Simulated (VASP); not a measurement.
# HfB2 (P6/mmm) in VASP: further runs

The runs below take HfB2 through single point, with PBEsol.

All numbers are computed with VASP 6.6.1; they aren't measurements. Logs are shortened: lines on timing, memory, paths and dates and some standing lists are left out, and cuts for length are marked.

### 1 Starting point

It takes space group P6/mmm (No. 191, hexagonal). The conventional cell has a = 3.140 Å, b = 3.140 Å, c = 3.480 Å, α = 90.00°, β = 90.00°, γ = 120.00°. Around Hf (site symmetry 6/mmm) lie 12 B at 2.51 Å. B (site symmetry -6m2) is surrounded by 3 B at 1.81 Å.

### 2 Single point, PBEsol

The input, INCAR:

```
SYSTEM = HfB2
  PREC = Accurate
  ENCUT = 340
  EDIFF = 1E-7
  ISMEAR = 1
  SIGMA = 0.15
  LREAL = .FALSE.
  LASPH = .TRUE.
  NELM = 100
  ALGO = Normal
  ISIF = 2
  LWAVE = .FALSE.
  LCHARG = .FALSE.
  GGA = PS
  NBANDS = 12
  ADDGRID = .FALSE.
```

The input, KPOINTS:

```
Automatic mesh
0
G
  13 13 10
  0 0 0
```

The input, POSCAR:

```
HfB2
1.0
    3.1400000000      0.0000000000      0.0000000000
   -1.5700000000      2.7193197679      0.0000000000
    0.0000000000      0.0000000000      3.4800000000
Hf B
1 2
Direct
   -0.0142630000      0.0046330000     -0.0059370000
    0.6696320000      0.3380360000      0.4871880000
    0.3055440000      0.6904850000      0.5067950000
```

Potentials or basis: VASP PAW PBE potentials, release 64 (Hf, B).

Started as:

```console
$ cat potpaw_PBE.64/Hf/POTCAR potpaw_PBE.64/B/POTCAR > POTCAR
$ mpirun -np 1 vasp_std > vasp.out
```

OUTCAR:

```text
SYSTEM = HfB2
   PREC = Accurate
   ENCUT = 340
   EDIFF = 1E-7
   ISMEAR = 1
   LREAL = .FALSE.
   LASPH = .TRUE.
   NELM = 100
   ISIF = 2
   GGA = PS

 Found    846 irreducible k-points:

 Following reciprocal coordinates:
            Coordinates               Weight
  0.000000  0.000000  0.000000      1.000000
  0.076923  0.000000  0.000000      2.000000
  0.000000  0.076923  0.000000      2.000000
 -0.076923  0.076923  0.000000      2.000000
  0.153846  0.000000  0.000000      2.000000
  0.000000  0.153846  0.000000      2.000000
   k-points           NKPTS =    846   k-points in BZ     NKDIM =    846   number of bands    NBANDS=     12
   number of dos      NEDOS =    301   number of ions     NIONS =      3
   total plane-waves  NPLWV =   9600
   dimension x,y,z NGX =    20 NGY =   20 NGZ =   24
   dimension x,y,z NGXF=    40 NGYF=   40 NGZF=   48
   ions per type =               1   2
   NGX,Y,Z   is equivalent  to a cutoff of  10.59, 10.59, 11.47 a.u.
   NGXF,Y,Z  is equivalent  to a cutoff of  21.18, 21.18, 22.93 a.u.
 SYSTEM =  HfB2
   PREC   = accura    normal or accurate (medium, high low for compatibility)
   ISTART =      0    job   : 0-new  1-cont  2-samecut
   ICHARG =      2    charge: 1-file 2-atom 10-const
   ISPIN  =      1    spin polarized calculation?
   LNONCOLLINEAR =      F non collinear calculations
   LSORBIT =      F    spin-orbit coupling
   LASPH  =      T    aspherical Exc in radial PAW
   ENCUT  =  340.0 eV  24.99 Ry    5.00 a.u.   4.72  4.72  5.23*2*pi/ulx,y,z
   NELM   =    100;   NELMIN=  2; NELMDL= -5     # of ELM steps
   EDIFF  = 0.1E-06   stopping-criterion for ELM
   LREAL  =      F    real-space projection
   EDIFFG = 0.1E-05   stopping-criterion for IOM
   NSW    =      0    number of steps for IOM
   IBRION =     -1    ionic relax: 0-MD 1-quasi-New 2-CG
   NFREE  =      0    steps in history (QN), initial steepest desc. (CG)
   ISIF   =      2    stress and relaxation
   ISYM   =      2    0-nonsym 1-usesym 2-fastsym
   POTIM  = 0.5000    time-step for ionic-motion
   TEBEG  =    0.0;   TEEND  =   0.0 temperature during run
   PSTRESS=    0.0 pullay stress
   NELECT =      10.0000    total number of electrons
   NUPDOWN=      -1.0000    fix difference up-down
   EMIN   =  10.00;   EMAX   =-10.00  energy-range for DOS
   EFERMI =   0.00;   METHOD = LEGACY
   ISMEAR =     1;   SIGMA  =   0.15  broadening in eV -4-tet -1-fermi 0-gaus
   EFERMI_NEDOS =   21; number of points for ismear=-14 and -15
   IALGO  =     38    algorithm
   IMIX   =      4    mixing-type and parameters
     AMIX     =   0.40;   BMIX     =  1.00
     AMIX_MAG =   1.60;   BMIX_MAG =  1.00
  volume/ion in A,a.u.               =       9.90        66.84
  Fermi-wavevector in a.u.,A,eV,Ry     =   1.138724  2.151876 17.642568  1.296692
  Thomas-Fermi vector in A             =   2.275428
   LORBIT       =      0    0 simple, 1 ext, 2 COOP (PROOUT), +10 PAW based schemes
   GGA     = PS    functional components
   LHFCALC =     F    Hartree Fock is set to
   AEXX    =    0.0000 exact exchange contribution
   IVDW    =     0    specifies the selected vdW correction
   LEPSILON=     F    determine dielectric tensor
   LRPA    =     F    only Hartree local field effects (RPA)
 non-spin polarized calculation
 Methfessel and Paxton  Order N= 1 SIGMA  =   0.15
  energy-cutoff  :      340.00
  volume of cell :       29.71
 maximum number of plane-waves:       434
   NGX =  9   NGY =  9   NGZ = 11

 number of electron      10.0000000 magnetization

 Free energy of the ion-electron system (eV)
  ---------------------------------------------------
  ext. energy  EPLUGINS =         0.00000000
  ---------------------------------------------------
  free energy    TOTEN  =       -27.79413135 eV

  energy without entropy =      -27.79420849  energy(sigma->0) =      -27.79415706

 E-fermi :   7.8651     XC(G=0): -12.4523

 val. band max:        7.8563415190   @ k =  -0.0769   0.0769   0.4000
 cond. band min:       7.8657346216   @ k =   0.4615   0.3846   0.0000
 fundamental gap:      0.0093931026
 Fermi energy:         7.8651113384

 k-point     1 :       0.0000    0.0000    0.0000
  band No.  band energies     occupation
      1      -5.9020      2.00000
      2       4.3760      2.00000
      3       4.7265      2.00000
      4       5.0489      2.00000
      5       5.5473      2.00000
      6      11.5590      0.00000
      7      11.7211      0.00000
      8      11.9423      0.00000
      9      12.1329      0.00000
     10      12.8358      0.00000
     11      13.1122      0.00000
     12      13.9727      0.00000

 k-point     2 :       0.0769    0.0000    0.0000
  band No.  band energies     occupation
      1      -5.7816      2.00000
      2       4.1006      2.00000
      3       4.8322      2.00000
      4       4.9692      2.00000
      5       5.4838      2.00000
      6      11.0266      0.00000
      7      11.6104      0.00000
      8      11.9591      0.00000
      9      12.0456      0.00000
     10      13.0255      0.00000
     11      13.5868      0.00000
     12      14.4155      0.00000

 k-point     3 :       0.0000    0.0769    0.0000
  band No.  band energies     occupation
      1      -5.7809      2.00000
      2       4.1295      2.00000
      3       4.8216      2.00000
      4       4.9610      2.00000
      5       5.4572      2.00000
      6      10.9941      0.00000
      7      11.6230      0.00000
      8      12.0181      0.00000
      9      12.1201      0.00000
     10      12.9299      0.00000
     11      13.5032      0.00000
     12      14.5422      0.00000

 k-point     4 :      -0.0769    0.0769    0.0000
  band No.  band energies     occupation
      1      -5.7771      2.00000
      2       4.3753      2.00000
      3       4.8133      2.00000
      4       4.9273      2.00000
      5       5.1381      2.00000
      6      11.0880      0.00000
      7      11.8404      0.00000
      8      11.8991      0.00000
      9      11.9476      0.00000
     10      12.9396      0.00000
     11      13.7720      0.00000
     12      14.5852      0.00000

 k-point     5 :       0.1538    0.0000    0.0000
  band No.  band energies     occupation
      1      -5.4296      2.00000
      2       3.3431      2.00000
      3       4.6960      2.00000
      4       5.1356      2.00000
      5       5.4022      2.00000
      6      10.3303     -0.00000
      7      11.3517      0.00000
      8      11.4655      0.00000
      9      12.0319      0.00000
     10      13.5341      0.00000
     11      14.7082      0.00000
     12      15.0521      0.00000

 k-point     6 :       0.0000    0.1538    0.0000
  band No.  band energies     occupation
      1      -5.4265      2.00000
      2       3.3913      2.00000
      3       4.6720      2.00000
      4       5.0985      2.00000
      5       5.3648      2.00000
      6      10.2737     -0.00000
      7      11.3888      0.00000
      8      11.5638      0.00000
      9      12.1005      0.00000
     10      13.4426      0.00000
     11      14.7147      0.00000
     12      14.9878      0.00000

 [... further k-points ...]

------------------------ aborting loop because EDIFF is reached ----------------------------------------

  FORCE on cell =-STRESS in cart. coord.  units (eV):
  Direction    XX          YY          ZZ          XY          YZ          ZX
  --------------------------------------------------------------------------------------
  -------------------------------------------------------------------------------------
  Total       -0.1568972     -0.5417453     -0.9185855     -0.2552726      0.0545653     -0.0912324
  in kB       -8.4597327    -29.2103390    -49.5291647    -13.7640321      2.9421027     -4.9191525
  external PRESSURE =     -29.0664121 kB  Pullay stress =       0.0000000 kB

 VOLUME and BASIS-vectors are now :
 -----------------------------------------------------------------------------
  energy-cutoff  :      340.00
  volume of cell :       29.71
      direct lattice vectors                 reciprocal lattice vectors
     3.140000000  0.000000000  0.000000000     0.318471338  0.183869512  0.000000000
    -1.570000000  2.719319768  0.000000000     0.000000000  0.367739025  0.000000000
     0.000000000  0.000000000  3.480000000     0.000000000  0.000000000  0.287356322

 POSITION                                       TOTAL-FORCE (eV/Angst)
 -----------------------------------------------------------------------------------
      3.08794      0.01260      3.45934        -0.167911      0.367314      0.167215
      1.57193      0.91923      1.69541        -1.384365      0.297145      0.300910
     -0.12465      1.87765      1.76365         1.552276     -0.664459     -0.468126
 -----------------------------------------------------------------------------------
    total drift:                               -0.000005     -0.000005     -0.000025

  FREE ENERGIE OF THE ION-ELECTRON SYSTEM (eV)
  ---------------------------------------------------
  free  energy   TOTEN  =       -27.7941313490 eV

  energy  without entropy=      -27.7942084900  energy(sigma->0) =      -27.79415706
```

Run time: 68 s. Hardware: 1 thread of Intel Xeon Platinum 8559C (Emerald Rapids), shared host; peak memory 0.28 GiB.

The run converged, but some of its settings lie outside the range that counts as converged, so its numbers aren't taken as properties of the crystal.

What came out:

| Item | Value |
| --- | --- |
| Free energy | -27.7941 eV |
| Largest force | 1.752 eV/Å |
| Band gap on the k mesh | none (metal or under the smearing width) |

Caveat: the cutoff is under 1.25 times the usual one of these potentials, so pressure, stress and relaxed cells hold a basis-set (Pulay) error; the PAW data sets were made with another functional, which shifts forces and pressure a little.

(Part 1 of 2 ends here.)
